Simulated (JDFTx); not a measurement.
# InAs (F-43m) in JDFTx: reference runs

Aim: a first look at InAs with PBE, on the cell as given and on a disturbed one.

Everything below comes from runs of JDFTx 1.7.0 (patched build). Logs are shortened: lines on timing, memory, paths and dates and some standing lists are left out, and cuts for length are marked. The log counts tension as positive stress, the text compression.

**What was measured.**

A printed reference work, data compilation reports, for a bulk crystal of InAs at 4.2 K: band gap 0.418 eV (direct).

How close the calculation comes is told below.

### Step 1. The crystal as given

It takes space group F-43m (No. 216, cubic). Conventional cell: a = 6.036 Å, b = 6.036 Å, c = 6.036 Å, α = 90.00°, β = 90.00°, γ = 90.00°. In (site symmetry -43m) is surrounded by 4 As at 2.61 Å. As (site symmetry -43m) has 4 In at 2.61 Å as nearest neighbours.

### Step 2. Single point, PBE

Contents of InAs.in:

```
lattice \
    0.0000000000     5.7031934441     5.7031934441 \
    5.7031934441     0.0000000000     5.7031934441 \
    5.7031934441     5.7031934441     0.0000000000
coords-type Lattice
ion In     0.0000000000     0.0000000000     0.0000000000 1
ion As     0.7500000000     0.7500000000     0.7500000000 1

ion-species pseudo/In.upf
ion-species pseudo/As.upf
elec-cutoff 42
elec-ex-corr gga-PBE
kpoint-folding 8 8 8
elec-smearing Fermi 0.0018374661
elec-n-bands 21
electronic-SCF nIterations 100 energyDiffThreshold 1e-09
electronic-minimize nIterations 30 energyDiffThreshold 1e-7
converge-empty-states yes
forces-output-coords Cartesian

dump-name run.$VAR
dump End Ecomponents EigStats BandEigs Kpoints Forces Stress ElecDensity Dtot KEdensity
```

Potentials or basis: PseudoDojo-SR-PBE-0.5-standard.

The run is started by

```sh
jdftx -c 1 -i InAs.in -o InAs.out
```

The program printed:

```text
*************** JDFTx 1.7.0 (patched build) ***************

Input parsed successfully to the following command list (including defaults):
[... the input with its defaults ...]

---------- Setting up symmetries ----------

Found 48 point-group symmetries of the bravais lattice
Found 24 space-group symmetries with basis
Applied RMS atom displacement 0 bohrs to make symmetries exact.

---------- Initializing the Grid ----------
R =
[            0      5.70319      5.70319  ]
[      5.70319            0      5.70319  ]
[      5.70319      5.70319            0  ]
unit cell volume = 371.009
G =
[  -0.550848   0.550848   0.550848  ]
[   0.550848  -0.550848   0.550848  ]
[   0.550848   0.550848  -0.550848  ]
Minimum fftbox size, Smin = [  48  48  48  ]
Chosen fftbox size, S = [  48  48  48  ]

---------- Exchange Correlation functional ----------
Initalized PBE GGA exchange.
Initalized PBE GGA correlation.

---------- Setting up pseudopotentials ----------
Width of ionic core gaussian charges (only for fluid interactions / plotting) set to 0

Reading pseudopotential file 'pseudo/In.upf':
  'In' pseudopotential, 'PBE' functional
  Generated using ONCVPSP code by D. R. Hamann
  13 valence electrons, 3 orbitals, 6 projectors, 1001 radial grid points, with lMax = 2
    4D    l: 2   occupation: 10.0   eigenvalue: -0.684392
    5S    l: 0   occupation:  2.0   eigenvalue: -0.301765
    5P    l: 1   occupation:  1.0   eigenvalue: -0.092561
  Core radius for overlap checks: 2.17 bohrs.

Reading pseudopotential file 'pseudo/As.upf':
  'As' pseudopotential, 'PBE' functional
  Generated using ONCVPSP code by D. R. Hamann
  15 valence electrons, 3 orbitals, 6 projectors, 1001 radial grid points, with lMax = 2
    3D    l: 2   occupation: 10.0   eigenvalue: -1.493697
    4S    l: 0   occupation:  2.0   eigenvalue: -0.532653
    4P    l: 1   occupation:  3.0   eigenvalue: -0.190913
  Core radius for overlap checks: 1.74 bohrs.

Initialized 2 species with 2 total atoms.

Folded 1 k-points by 8x8x8 to 512 k-points.

---------- Setting up k-points, bands, fillings ----------
Adding inversion symmetry to k-mesh for non-inversion-symmetric unit cell.
Reduced to 29 k-points under symmetry.
Computing the number of bands and number of electrons
Calculating initial fillings.
nElectrons:  28.000000   nBands: 21   nStates: 29

----- Setting up reduced wavefunction bases (one per k-point) -----
average nbasis = 4822.705 , ideal nbasis = 4823.388

---------- Setting up ewald sum ----------
Optimum gaussian width for ewald sums = 2.590292 bohr.
Real space sum over 1331 unit cells with max indices [  5  5  5  ]
Reciprocal space sum over 2197 terms with max indices [  6  6  6  ]

---------- Allocating electronic variables ----------
Initializing wave functions:  linear combination of atomic orbitals
Note: number of bands (21) exceeds available atomic orbitals (18)
In pseudo-atom occupations:   s ( 2 )  p ( 1 )  d ( 10 )
As pseudo-atom occupations:   s ( 2 )  p ( 3 )  d ( 10 )
	FillingsUpdate:  mu: +0.323800772  nElectrons: 28.000000
LCAOMinimize: Iter:   0  F: -152.5780277156680143  |grad|_K:  1.739e-03  alpha:  1.000e+00
	FillingsUpdate:  mu: +0.304912819  nElectrons: 28.000000
LCAOMinimize: Iter:   1  F: -152.5879175340988922  |grad|_K:  3.824e-05  alpha:  4.975e-01  linmin: -1.363e-01  cgtest:  4.763e-01
LCAOMinimize: Encountered beta<0, resetting CG.
	FillingsUpdate:  mu: +0.304808803  nElectrons: 28.000000
LCAOMinimize: Iter:   2  F: -152.5879248327898381  |grad|_K:  1.066e-05  alpha:  7.797e-01  linmin: -9.221e-04  cgtest:  1.346e-02
	FillingsUpdate:  mu: +0.304931686  nElectrons: 28.000000
LCAOMinimize: Iter:   3  F: -152.5879252637778620  |grad|_K:  1.141e-06  alpha:  5.921e-01  linmin: -1.073e-04  cgtest: -3.443e-02
	FillingsUpdate:  mu: +0.304926739  nElectrons: 28.000000
LCAOMinimize: Iter:   4  F: -152.5879252716210885  |grad|_K:  5.218e-08  alpha:  9.416e-01  linmin: -2.014e-03  cgtest:  1.689e-02
LCAOMinimize: Converged (|Delta F|<1.000000e-06 for 2 iters).

-------- Electronic minimization -----------
Will mix electronic density at each iteration.
	FillingsUpdate:  mu: +0.304926739  nElectrons: 28.000000
	FillingsUpdate:  mu: +0.298388799  nElectrons: 28.000000
SCF: Cycle:  0   F: -152.622346607583580   dF: -3.442e-02   |Residual|: 3.978e-02   |deigs|: 1.576e-01
	FillingsUpdate:  mu: +0.298877507  nElectrons: 28.000000
SCF: Cycle:  1   F: -152.622999702339257   dF: -6.531e-04   |Residual|: 2.247e-02   |deigs|: 6.266e-03
	FillingsUpdate:  mu: +0.300915156  nElectrons: 28.000000
SCF: Cycle:  2   F: -152.623108672237890   dF: -1.090e-04   |Residual|: 4.104e-03   |deigs|: 3.049e-03
	FillingsUpdate:  mu: +0.301718556  nElectrons: 28.000000
SCF: Cycle:  3   F: -152.623124730153791   dF: -1.606e-05   |Residual|: 1.683e-03   |deigs|: 1.602e-03
	FillingsUpdate:  mu: +0.302065778  nElectrons: 28.000000
SCF: Cycle:  4   F: -152.623128154014466   dF: -3.424e-06   |Residual|: 7.499e-04   |deigs|: 4.955e-04
	FillingsUpdate:  mu: +0.302034017  nElectrons: 28.000000
SCF: Cycle:  5   F: -152.623129249363785   dF: -1.095e-06   |Residual|: 2.447e-04   |deigs|: 1.251e-04
	FillingsUpdate:  mu: +0.302112329  nElectrons: 28.000000
SCF: Cycle:  6   F: -152.623129986403825   dF: -7.370e-07   |Residual|: 7.604e-05   |deigs|: 2.284e-04
	FillingsUpdate:  mu: +0.302116718  nElectrons: 28.000000
SCF: Cycle:  7   F: -152.623130326360524   dF: -3.400e-07   |Residual|: 1.847e-05   |deigs|: 1.410e-04
	FillingsUpdate:  mu: +0.302115888  nElectrons: 28.000000
SCF: Cycle:  8   F: -152.623130493992647   dF: -1.676e-07   |Residual|: 1.536e-05   |deigs|: 6.076e-05
	FillingsUpdate:  mu: +0.302116687  nElectrons: 28.000000
SCF: Cycle:  9   F: -152.623130564054520   dF: -7.006e-08   |Residual|: 1.111e-05   |deigs|: 5.294e-05
	FillingsUpdate:  mu: +0.302116412  nElectrons: 28.000000
SCF: Cycle: 10   F: -152.623130591650323   dF: -2.760e-08   |Residual|: 5.503e-06   |deigs|: 8.290e-05
	FillingsUpdate:  mu: +0.302116680  nElectrons: 28.000000
SCF: Cycle: 11   F: -152.623130603799751   dF: -1.215e-08   |Residual|: 2.368e-06   |deigs|: 6.129e-05
	FillingsUpdate:  mu: +0.302116502  nElectrons: 28.000000
SCF: Cycle: 12   F: -152.623130608040640   dF: -4.241e-09   |Residual|: 9.869e-07   |deigs|: 3.596e-05
	FillingsUpdate:  mu: +0.302116533  nElectrons: 28.000000
SCF: Cycle: 13   F: -152.623130610536890   dF: -2.496e-09   |Residual|: 4.995e-07   |deigs|: 2.369e-05
	FillingsUpdate:  mu: +0.302116569  nElectrons: 28.000000
SCF: Cycle: 14   F: -152.623130611259228   dF: -7.223e-10   |Residual|: 3.299e-07   |deigs|: 1.870e-05
	FillingsUpdate:  mu: +0.302116555  nElectrons: 28.000000
SCF: Cycle: 15   F: -152.623130611803447   dF: -5.442e-10   |Residual|: 4.314e-07   |deigs|: 6.083e-05
SCF: Converged (|Delta E|<1.000000e-09 for 2 iters).

Setting wave functions to eigenvectors of Hamiltonian
Converging empty states (this may take a while):
EmptyStates: None of the convergence criteria satisfied.
|deigs|: 1.428e-04

# Stress tensor in Cartesian coordinates [Eh/a0^3]:
[ -0.000148186            0            0  ]
[            0 -0.000148186            0  ]
[            0            0 -0.000148186  ]

# Ionic positions in lattice coordinates:
ion In   0.000000000000000   0.000000000000000   0.000000000000000 1
ion As   0.750000000000000   0.750000000000000   0.750000000000000 1

# Forces in Cartesian coordinates:
force In   0.000000000000000   0.000000000000000   0.000000000000000 1
force As  -0.000000000000000   0.000000000000000   0.000000000000000 1

# Energy components:
   Eewald =      -92.8949152033454908
       EH =       52.2906534883378598
     Eloc =     -139.0921585651007035
      Enl =      -67.0828186139367091
      Exc =      -43.8298951045795562
 Exc_core =       19.9118520141817257
       KE =      118.0741715364295459
-------------------------------------
     Etot =     -152.6231104480133354
       TS =        0.0000201637901154
-------------------------------------
        F =     -152.6231306118034468

IonicMinimize: Iter:   0  F: -152.623130611803447  |grad|_K:        nan
IonicMinimize: None of the convergence criteria satisfied after 0 iterations.

#--- Lowdin population analysis ---
# oxidation-state In +0.261
# oxidation-state As -0.229

Dumping 'run.eigStats' ...
	eMin: -0.987759 at state 20 ( [ +0.000000 +0.500000 +0.500000 ] spin 0 )
	HOMO: +0.300340 at state 0 ( [ +0.000000 +0.000000 +0.000000 ] spin 0 )
	mu  : +0.302117
	LUMO: +0.336020 at state 4 ( [ +0.000000 +0.000000 +0.500000 ] spin 0 )
	eMax: +0.775193 at state 19 ( [ +0.000000 +0.375000 -0.375000 ] spin 0 )
	HOMO-LUMO gap: +0.035680
	Optical gap  : +0.048342 at state 1 ( [ +0.000000 +0.000000 +0.125000 ] spin 0 )
WARNING: the last solve of the electrons (or of bands or displaced states from it) ended unconverged.
Done!
[note: the HOMO, LUMO and gaps printed at the end count levels as full or empty at half filling, so they show a gap where a level is partly filled]
```

It took 3 min on 1 thread of Arm Neoverse V1, shared host; peak memory 0.16 GiB.

What came out:

| Quantity | Value |
| --- | --- |
| Free energy | -4153.0870 eV |
| Pressure | 4.4 GPa |
| Band gap on the k mesh | none (metal or under the smearing width) |
| Loewdin charges | In +0.26; As -0.23 e |

Levels at points of the mesh, in eV from the Fermi level:
```csv
k point,band 12,band 13,band 14,band 15,band 16,band 17
"(0.00, 0.00, 0.00)",-0.22,-0.05,-0.05,-0.05,3.87,3.87
"(0.00, 0.00, 0.50)",-5.84,-1.04,-1.04,0.92,4.64,4.64
"(0.00, 0.50, 0.50)",-5.91,-2.38,-2.38,1.50,2.02,9.19
```

Caveat: the empty levels aren't tightly converged; this crystal is a semiconductor, whose small gap the functional closes, so the metal is an error of the method.

### Step 3. Single point, PBE (atoms moved at random, drawn with an rms of 0.05 Å)

InAs.in, as its differences from that of step 2:

```diff
@@ -5,4 +5,4 @@
 coords-type Lattice
-ion In     0.0000000000     0.0000000000     0.0000000000 1
-ion As     0.7500000000     0.7500000000     0.7500000000 1
+ion In     0.0064250000    -0.0047280000    -0.0040950000 1
+ion As     0.7592530000     0.7470640000     0.7471870000 1
 
@@ -21,2 +21,2 @@
 dump-name run.$VAR
-dump End Ecomponents EigStats BandEigs Kpoints Forces Stress ElecDensity Dtot KEdensity
+dump End Ecomponents EigStats BandEigs Kpoints Forces Stress
```

Potentials or basis: PseudoDojo-SR-PBE-0.5-standard.

The run is started by

```sh
jdftx -c 1 -i InAs.in -o InAs.out
```

The program printed:

```text
*************** JDFTx 1.7.0 (patched build) ***************

Input parsed successfully to the following command list (including defaults):
[... the input with its defaults ...]

---------- Setting up symmetries ----------

Found 48 point-group symmetries of the bravais lattice
Found 1 space-group symmetries with basis
Applied RMS atom displacement 0 bohrs to make symmetries exact.

---------- Initializing the Grid ----------
R =
[            0      5.70319      5.70319  ]
[      5.70319            0      5.70319  ]
[      5.70319      5.70319            0  ]
unit cell volume = 371.009
G =
[  -0.550848   0.550848   0.550848  ]
[   0.550848  -0.550848   0.550848  ]
[   0.550848   0.550848  -0.550848  ]
Minimum fftbox size, Smin = [  48  48  48  ]
Chosen fftbox size, S = [  48  48  48  ]

---------- Exchange Correlation functional ----------
Initalized PBE GGA exchange.
Initalized PBE GGA correlation.

---------- Setting up pseudopotentials ----------
Width of ionic core gaussian charges (only for fluid interactions / plotting) set to 0

Reading pseudopotential file 'pseudo/In.upf':
  'In' pseudopotential, 'PBE' functional
  Generated using ONCVPSP code by D. R. Hamann
  13 valence electrons, 3 orbitals, 6 projectors, 1001 radial grid points, with lMax = 2
    4D    l: 2   occupation: 10.0   eigenvalue: -0.684392
    5S    l: 0   occupation:  2.0   eigenvalue: -0.301765
    5P    l: 1   occupation:  1.0   eigenvalue: -0.092561
  Core radius for overlap checks: 2.17 bohrs.

[... 71 lines left out ...]
	FillingsUpdate:  mu: +0.302316811  nElectrons: 28.000000
SCF: Cycle: 11   F: -152.623064807089975   dF: -1.338e-08   |Residual|: 2.062e-06   |deigs|: 8.390e-05
	FillingsUpdate:  mu: +0.302316794  nElectrons: 28.000000
SCF: Cycle: 12   F: -152.623064811068531   dF: -3.979e-09   |Residual|: 7.577e-07   |deigs|: 5.310e-05
	FillingsUpdate:  mu: +0.302316804  nElectrons: 28.000000
SCF: Cycle: 13   F: -152.623064813874890   dF: -2.806e-09   |Residual|: 1.585e-06   |deigs|: 4.772e-05
	FillingsUpdate:  mu: +0.302316840  nElectrons: 28.000000
SCF: Cycle: 14   F: -152.623064814504602   dF: -6.297e-10   |Residual|: 2.088e-07   |deigs|: 2.441e-05
	FillingsUpdate:  mu: +0.302316818  nElectrons: 28.000000
SCF: Cycle: 15   F: -152.623064815049560   dF: -5.450e-10   |Residual|: 1.495e-06   |deigs|: 6.029e-05
SCF: Converged (|Delta E|<1.000000e-09 for 2 iters).

Setting wave functions to eigenvectors of Hamiltonian
Converging empty states (this may take a while): |deigs|: 7.413e-05

# Stress tensor in Cartesian coordinates [Eh/a0^3]:
[ -0.000148596 -1.30334e-05 -1.16442e-05  ]
[ -1.30334e-05 -0.000148524 -8.88858e-06  ]
[ -1.16442e-05 -8.88858e-06 -0.000148479  ]

# Ionic positions in lattice coordinates:
ion In   0.006425000000000  -0.004728000000000  -0.004095000000000 1
ion As   0.759253000000000   0.747064000000000   0.747187000000000 1

# Forces in Cartesian coordinates:
force In   0.001540699711491   0.001998418399008   0.002232517019722 1
force As  -0.001535393640442  -0.002001478720475  -0.002233203540081 1

# Energy components:
   Eewald =      -92.8931693354166583
       EH =       52.2920471201091530
     Eloc =     -139.0953189424303105
      Enl =      -67.0826923256653629
      Exc =      -43.8299165257174721
 Exc_core =       19.9118523083893706
       KE =      118.0741522846941649
-------------------------------------
     Etot =     -152.6230454160371437
       TS =        0.0000193990124264
-------------------------------------
        F =     -152.6230648150495597

IonicMinimize: Iter:   0  F: -152.623064815049560  |grad|_K:  1.945e-03
IonicMinimize: None of the convergence criteria satisfied after 0 iterations.

#--- Lowdin population analysis ---
# oxidation-state In +0.261
# oxidation-state As -0.229

Dumping 'run.eigStats' ...
	eMin: -0.987861 at state 259 ( [ +0.500000 +0.500000 +0.500000 ] spin 0 )
	HOMO: +0.301387 at state 0 ( [ +0.000000 +0.000000 +0.000000 ] spin 0 )
	mu  : +0.302317
	LUMO: +0.335288 at state 226 ( [ +0.500000 +0.000000 +0.000000 ] spin 0 )
	eMax: +0.775357 at state 192 ( [ +0.375000 +0.375000 -0.250000 ] spin 0 )
	HOMO-LUMO gap: +0.033901
	Optical gap  : +0.047210 at state 1 ( [ +0.000000 +0.000000 +0.125000 ] spin 0 )
Done!
[note: the HOMO, LUMO and gaps printed at the end count levels as full or empty at half filling, so they show a gap where a level is partly filled]
```

It took 26 min on 1 thread of Arm Neoverse V1, shared host; peak memory 1.1 GiB.

Results:

```yaml
Free_energy: -4153.0852 eV
Pressure: 4.4 GPa
Largest_force: 0.173 eV/Å
Band_gap_on_the_k_mesh: none (metal or under the smearing width)
Loewdin_charges: In +0.26; As -0.23 e
```

Forces on the atoms (eV/Å):
```
In   0.079  0.103  0.115
As  -0.079 -0.103 -0.115
```

Caveat: forces may be off by hundredths of an eV/Å.

### Step 4. Comparison with measurements

Step 2. Against the measured gap of InAs, 0.418 eV (direct; 4.2 K; a printed reference work, data compilation), the calculated 0.00 eV is off by -0.42 eV. Spin-orbit coupling on As, In is left out. The value is that of PBE on a finite k mesh, which can miss the band edges, without temperature or zero-point motion. Semilocal functionals fall short of measured gaps as a rule.
